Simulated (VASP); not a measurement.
# Ru (P6_3/mmc) in VASP: further runs

Aim: see how the results for Ru move with the level of theory and the settings. Levels: rev-vdW-DF2, vdW-DF, optPBE-vdW, optB88-vdW, BEEF-vdW. Tasks: relaxation of cell and atoms.

All numbers are computed with VASP 6.6.1; they aren't measurements. Logs are shortened: lines on timing, memory, paths and dates and some standing lists are left out, and cuts for length are marked.

**1. The crystal as given**

It takes space group P6_3/mmc (No. 194, hexagonal). The conventional cell has a = 2.706 Å, b = 2.706 Å, c = 4.282 Å, α = 90.00°, β = 90.00°, γ = 120.00°. Ru (site symmetry -6m2) is surrounded by 12 Ru at 2.65 to 2.71 Å.

**2. Relaxation of cell and atoms, rev-vdW-DF2**

INCAR

```
SYSTEM = Ru
PREC = Accurate ; ENCUT = 600
EDIFF = 1E-6 ; ISMEAR = -1
SIGMA = 0.05 ; LREAL = .False.
LASPH = .True. ; NELM = 100
ALGO = Fast ; ISIF = 3
LWAVE = .False. ; LCHARG = .False.
GGA = MK ; LUSE_VDW = .True.
AGGAC = 0.0 ; PARAM1 = 0.1234
PARAM2 = 0.711357 ; ZAB_VDW = -1.8867
IBRION = 2 ; NSW = 60
EDIFFG = -0.01
```

KPOINTS

```
Automatic mesh
0
Gamma
  11 11 6
  0 0 0
```

POSCAR

```
Ru
1.0
    2.7058000000      0.0000000000      0.0000000000
   -1.3529000000      2.3432915376      0.0000000000
    0.0000000000      0.0000000000      4.2819000000
Ru
2
Direct
    0.6666666667      0.3333333333      0.7500000000
    0.3333333333      0.6666666667      0.2500000000
```

Potentials or basis: VASP PAW PBE potentials, release 64 (Ru_pv).

Started as:

```bash
$ cat potpaw_PBE.64/Ru_pv/POTCAR > POTCAR
$ mpirun -np 1 vasp_std > vasp.out
```

OUTCAR:

```text
SYSTEM = Ru
   PREC = Accurate
   ENCUT = 600
   EDIFF = 1E-6
   ISMEAR = -1
   LREAL = .False.
   LASPH = .True.
   NELM = 100
   ISIF = 3
   GGA = MK
   IBRION = 2
   NSW = 60
   EDIFFG = -0.01

 ion  position               nearest neighbor table
   1  0.667  0.333  0.750-   2 2.65   2 2.65   2 2.65   2 2.65   2 2.65   2 2.65
   2  0.333  0.667  0.250-   1 2.65   1 2.65   1 2.65   1 2.65   1 2.65   1 2.65

  LATTYP: Found a hexagonal cell.
 ALAT       =     2.7058000000
 C/A-ratio  =     1.5824894671

  Lattice vectors:

 A1 = (   2.7058000000,   0.0000000000,   0.0000000000)
 A2 = (  -1.3529000000,   2.3432915376,   0.0000000000)
 A3 = (   0.0000000000,   0.0000000000,   4.2819000000)

Analysis of symmetry for initial positions (statically):
=====================================================================
 Subroutine PRICEL returns:
 Original cell was already a primitive cell.

 Routine SETGRP: Setting up the symmetry group for a
 hexagonal supercell.

 Subroutine GETGRP returns: Found 24 space group operations
 (whereof 12 operations were pure point group operations)
 out of a pool of 24 trial point group operations.

The static configuration has the point symmetry D_3d.
 The point group associated with its full space group is D_6h.

Analysis of symmetry for dynamics (positions and initial velocities):
=====================================================================
 Subroutine PRICEL returns:
 Original cell was already a primitive cell.

 Routine SETGRP: Setting up the symmetry group for a
 hexagonal supercell.

 Subroutine GETGRP returns: Found 24 space group operations
 (whereof 12 operations were pure point group operations)
 out of a pool of 24 trial point group operations.

The dynamic configuration has the point symmetry D_3d.
 The point group associated with its full space group is D_6h.

 Subroutine INISYM returns: Found 24 space group operations
 (whereof 12 operations are pure point group operations),
 and found     1 'primitive' translations

----------------------------------------------------------------------------------------

                                     Primitive cell

  volume of cell :      27.1493

  direct lattice vectors                    reciprocal lattice vectors
     2.705800000  0.000000000  0.000000000     0.369576465  0.213375072  0.000000000
    -1.352900000  2.343291538  0.000000000     0.000000000  0.426750144  0.000000000
     0.000000000  0.000000000  4.281900000     0.000000000  0.000000000  0.233541185

  length of vectors
     2.705800000  2.705800000  4.281900000     0.426750144  0.426750144  0.233541185

  position of ions in fractional coordinates (direct lattice)
     0.666666667  0.333333333  0.750000000
     0.333333333  0.666666667  0.250000000

  ion indices of the primitive-cell ions
   primitive index   ion index
                 1           1
                 2           2

----------------------------------------------------------------------------------------

 KPOINTS: Automatic mesh

Automatic generation of k-mesh.
 Grid dimensions read from file:
 generate k-points for:   11   11    6

 Generating k-lattice:

  Cartesian coordinates                     Fractional coordinates (reciprocal lattice)
     0.033597860  0.019397734  0.000000000     0.090909091  0.000000000  0.000000000
     0.000000000  0.038795468  0.000000000     0.000000000  0.090909091  0.000000000
     0.000000000  0.000000000  0.038923531     0.000000000  0.000000000  0.166666667

  Length of vectors
     0.038795468  0.038795468  0.038923531

  Shift w.r.t. Gamma in fractional coordinates (k-lattice)
     0.000000000  0.000000000  0.000000000

 Subroutine IBZKPT returns following result:
 ===========================================

 Found     64 irreducible k-points:

 Following reciprocal coordinates:
            Coordinates               Weight
  0.000000  0.000000  0.000000      1.000000
  0.090909  0.000000  0.000000      6.000000
  0.181818  0.000000  0.000000      6.000000
  0.272727  0.000000  0.000000      6.000000
  0.363636  0.000000  0.000000      6.000000
  0.454545  0.000000  0.000000      6.000000
[... 16 lines left out ...]
  0.090909  0.090909  0.166667     12.000000
  0.181818  0.090909  0.166667     24.000000
 [... further k-points ...]
   k-points           NKPTS =     64   k-points in BZ     NKDIM =     64   number of bands    NBANDS=     18
   number of dos      NEDOS =    301   number of ions     NIONS =      2
   total plane-waves  NPLWV =  20736
   dimension x,y,z NGX =    24 NGY =   24 NGZ =   36
   dimension x,y,z NGXF=    48 NGYF=   48 NGZF=   72
   ions per type =               2
   NGX,Y,Z   is equivalent  to a cutoff of  14.75, 14.75, 13.98 a.u.
   NGXF,Y,Z  is equivalent  to a cutoff of  29.49, 29.49, 27.95 a.u.
 SYSTEM =  Ru
   PREC   = accura    normal or accurate (medium, high low for compatibility)
   ISTART =      0    job   : 0-new  1-cont  2-samecut
   ICHARG =      2    charge: 1-file 2-atom 10-const
   ISPIN  =      1    spin polarized calculation?
   LNONCOLLINEAR =      F non collinear calculations
   LSORBIT =      F    spin-orbit coupling
   LASPH  =      T    aspherical Exc in radial PAW
   ENCUT  =  600.0 eV  44.10 Ry    6.64 a.u.   5.40  5.40  8.55*2*pi/ulx,y,z
   NELM   =    100;   NELMIN=  2; NELMDL= -5     # of ELM steps
   EDIFF  = 0.1E-05   stopping-criterion for ELM
   LREAL  =      F    real-space projection
   EDIFFG = -.1E-01   stopping-criterion for IOM
   NSW    =     60    number of steps for IOM
   IBRION =      2    ionic relax: 0-MD 1-quasi-New 2-CG
   NFREE  =      1    steps in history (QN), initial steepest desc. (CG)
   ISIF   =      3    stress and relaxation
   ISYM   =      2    0-nonsym 1-usesym 2-fastsym
   POTIM  = 0.5000    time-step for ionic-motion
   TEBEG  =    0.0;   TEEND  =   0.0 temperature during run
   PSTRESS=    0.0 pullay stress
   NELECT =      28.0000    total number of electrons
   NUPDOWN=      -1.0000    fix difference up-down
   EMIN   =  10.00;   EMAX   =-10.00  energy-range for DOS
   EFERMI =   0.00;   METHOD = LEGACY
   ISMEAR =    -1;   SIGMA  =   0.05  broadening in eV -4-tet -1-fermi 0-gaus
   EFERMI_NEDOS =   21; number of points for ismear=-14 and -15
   IALGO  =     68    algorithm
   IMIX   =      4    mixing-type and parameters
     AMIX     =   0.40;   BMIX     =  1.00
     AMIX_MAG =   1.60;   BMIX_MAG =  1.00
  volume/ion in A,a.u.               =      13.57        91.61
  Fermi-wavevector in a.u.,A,eV,Ry     =   1.654022  3.125649 37.222674  2.735789
  Thomas-Fermi vector in A             =   2.742361
   LORBIT       =      0    0 simple, 1 ext, 2 COOP (PROOUT), +10 PAW based schemes
   GGA     = MK    functional components
   LHFCALC =     F    Hartree Fock is set to
   AEXX    =    0.0000 exact exchange contribution
   IVDW_NL    =     1    kernel type
   BPARAM     = 6.3000
   IVDW    =     0    specifies the selected vdW correction
   LEPSILON=     F    determine dielectric tensor
   LRPA    =     F    only Hartree local field effects (RPA)
 conjugate gradient relaxation of ions
 non-spin polarized calculation
 RMM-DIIS sequential band-by-band and
  energy-cutoff  :      600.00
  volume of cell :       27.15
 maximum number of plane-waves:       935
 NGX is ok and might be reduce to    24
   NGX = 11   NGY = 11   NGZ = 17

 number of electron      28.0000002 magnetization

 Free energy of the ion-electron system (eV)
  ---------------------------------------------------
  ext. energy  EPLUGINS =         0.00000000
  ---------------------------------------------------
  free energy    TOTEN  =       -13.26525913 eV

  energy without entropy =      -13.24851481  energy(sigma->0) =      -13.25688697

 E-fermi :  12.6753     XC(G=0): -14.1784

 val. band max:       12.6527863889   @ k =   0.2727   0.0000   0.0000
 cond. band min:      12.6901217789   @ k =   0.2727   0.1818   0.0000
 fundamental gap:      0.0373353900
 Fermi energy:        12.6753226989

 k-point     1 :       0.0000    0.0000    0.0000
  band No.  band energies     occupation
      1     -30.8730      2.00000
      2     -29.9375      2.00000
      3     -29.9375      2.00000
      4     -29.7668      2.00000
      5     -29.7668      2.00000
      6     -29.7267      2.00000
[... 10 lines left out ...]
     17      13.9252      0.00000
     18      14.0931      0.00000

 k-point     2 :       0.0909    0.0000    0.0000
  band No.  band energies     occupation
      1     -30.8449      2.00000
      2     -29.9969      2.00000
      3     -29.9575      2.00000
      4     -29.8288      2.00000
      5     -29.7750      2.00000
      6     -29.7398      2.00000
[... 10 lines left out ...]
     17      14.0368      0.00000
     18      16.1297      0.00000

 k-point     3 :       0.1818    0.0000    0.0000
  band No.  band energies     occupation
      1     -30.7652      2.00000
      2     -30.1565      2.00000
      3     -30.0093      2.00000
      4     -29.9911      2.00000
      5     -29.7987      2.00000
      6     -29.7793      2.00000
[... 10 lines left out ...]
     17      14.2639      0.00000
     18      18.4262      0.00000

 k-point     4 :       0.2727    0.0000    0.0000
  band No.  band energies     occupation
      1     -30.6471      2.00000
      2     -30.3656      2.00000
      3     -30.1956      2.00000
      4     -30.0741      2.00000
      5     -29.8444      2.00000
      6     -29.8320      2.00000
[... 10 lines left out ...]
     17      14.4658      0.00000
     18      20.7555      0.00000

 k-point     5 :       0.3636    0.0000    0.0000
  band No.  band energies     occupation
      1     -30.5573      2.00000
      2     -30.5138      2.00000
      3     -30.3762      2.00000
      4     -30.1315      2.00000
      5     -29.9288      2.00000
      6     -29.8641      2.00000
[... 10 lines left out ...]
     17      14.5936      0.00000
     18      22.1591      0.00000

 k-point     6 :       0.4545    0.0000    0.0000
  band No.  band energies     occupation
      1     -30.6707      2.00000
      2     -30.4808      2.00000
      3     -30.4080      2.00000
      4     -30.1649      2.00000
      5     -30.0053      2.00000
      6     -29.8837      2.00000
[... 10 lines left out ...]
     17      16.1482      0.00000
     18      19.6508      0.00000

 k-point     7 :       0.0909    0.0909    0.0000
  band No.  band energies     occupation
      1     -30.7910      2.00000
      2     -30.0935      2.00000
      3     -30.0240      2.00000
      4     -29.9140      2.00000
      5     -29.8002      2.00000
      6     -29.7661      2.00000
[... 10 lines left out ...]
     17      14.1708      0.00000
     18      17.8129      0.00000

 k-point     8 :       0.1818    0.0909    0.0000
  band No.  band energies     occupation
      1     -30.6917      2.00000
      2     -30.2624      2.00000
      3     -30.1664      2.00000
      4     -30.0157      2.00000
      5     -29.8417      2.00000
      6     -29.8188      2.00000
[... 10 lines left out ...]
     17      14.3322      0.00000
     18      19.9811      0.00000
[... 229 lines left out ...]
     17      14.1796      0.00000
     18      17.2401      0.00000

 k-point    20 :       0.2727    0.0000    0.1667
  band No.  band energies     occupation
      1     -30.6447      2.00000
      2     -30.3173      2.00000
      3     -30.2375      2.00000
      4     -30.0582      2.00000
      5     -29.8540      2.00000
      6     -29.8485      2.00000
[... 10 lines left out ...]
     17      14.3230      0.00000
     18      18.8709      0.00000

 k-point    21 :       0.3636    0.0000    0.1667
  band No.  band energies     occupation
      1     -30.6562      2.00000
      2     -30.4530      2.00000
      3     -30.3446      2.00000
      4     -30.1139      2.00000
      5     -29.9201      2.00000
      6     -29.8824      2.00000
[... 10 lines left out ...]
     17      14.4361      0.00000
     18      19.8594      0.00000

 k-point    22 :       0.4545    0.0000    0.1667
  band No.  band energies     occupation
      1     -30.7281      2.00000
      2     -30.5455      2.00000
      3     -30.3072      2.00000
      4     -30.1464      2.00000
      5     -29.9801      2.00000
      6     -29.9029      2.00000
[... 10 lines left out ...]
     17      15.7558      0.00000
     18      19.0583      0.00000

 k-point    23 :       0.0909    0.0909    0.1667
  band No.  band energies     occupation
      1     -30.7345      2.00000
      2     -30.0735      2.00000
      3     -30.0288      2.00000
      4     -29.9519      2.00000
      5     -29.8137      2.00000
      6     -29.7921      2.00000
[... 10 lines left out ...]
     17      14.1153      0.00000
     18      16.7665      0.00000

 k-point    24 :       0.1818    0.0909    0.1667
  band No.  band energies     occupation
      1     -30.6647      2.00000
      2     -30.2336      2.00000
      3     -30.1852      2.00000
      4     -30.0297      2.00000
      5     -29.8593      2.00000
      6     -29.8267      2.00000
[... 10 lines left out ...]
     17      14.2453      0.00000
     18      18.3917      0.00000

 [... further k-points ...]
[... 5 lines left out ...]
  --------------------------------------------------------------------------------------
  -------------------------------------------------------------------------------------
  Total        0.0098058      0.0098058     -0.0121790     -0.0000000     -0.0000000      0.0000000
  in kB        0.5786745      0.5786745     -0.7187253     -0.0000000     -0.0000000      0.0000000
  external PRESSURE =       0.1462079 kB  Pullay stress =       0.0000000 kB

 VOLUME and BASIS-vectors are now :
 -----------------------------------------------------------------------------
  energy-cutoff  :      600.00
  volume of cell :       27.15
      direct lattice vectors                 reciprocal lattice vectors
     2.705800000  0.000000000  0.000000000     0.369576465  0.213375072  0.000000000
    -1.352900000  2.343291538  0.000000000     0.000000000  0.426750144  0.000000000
     0.000000000  0.000000000  4.281900000     0.000000000  0.000000000  0.233541185

 POSITION                                       TOTAL-FORCE (eV/Angst)
 -----------------------------------------------------------------------------------
      1.35290      0.78110      3.21143        -0.000000      0.000000      0.000000
     -0.00000      1.56219      1.07048         0.000000     -0.000000      0.000000
 -----------------------------------------------------------------------------------
    total drift:                               -0.000000      0.000000     -0.000000

  FREE ENERGIE OF THE ION-ELECTRON SYSTEM (eV)
  ---------------------------------------------------
  free  energy   TOTEN  =       -13.2652591274 eV

  energy  without entropy=      -13.2485148080  energy(sigma->0) =      -13.25688697

Total vdW correction in eV:      3.3800141

 reached required accuracy - stopping structural energy minimisation
```

It took 30 s on 1 thread of Intel Xeon 6975P-C (Granite Rapids), shared host; peak memory 0.32 GiB.

Results:

- Free energy: -13.2653 eV
- Pressure after relaxing: 0.0 GPa
- Band gap on the k mesh: none (metal or under the smearing width)

Stress tensor (GPa, compression positive):
```
 0.06  0.00  0.00
 0.00  0.06  0.00
 0.00  0.00 -0.07
```

Final structure:
```
CELL_PARAMETERS angstrom
2.70580 0.00000 0.00000
-1.35290 2.34329 0.00000
0.00000 0.00000 4.28190
ATOMIC_POSITIONS crystal
Ru 0.66667 0.33333 0.75000
Ru 0.33333 0.66667 0.25000
```

Caveat: the relaxation stopped at its first step, so nothing moved; the PAW data sets were made with another functional, which shifts forces and pressure a little.

(Part 1 of 2 ends here.)
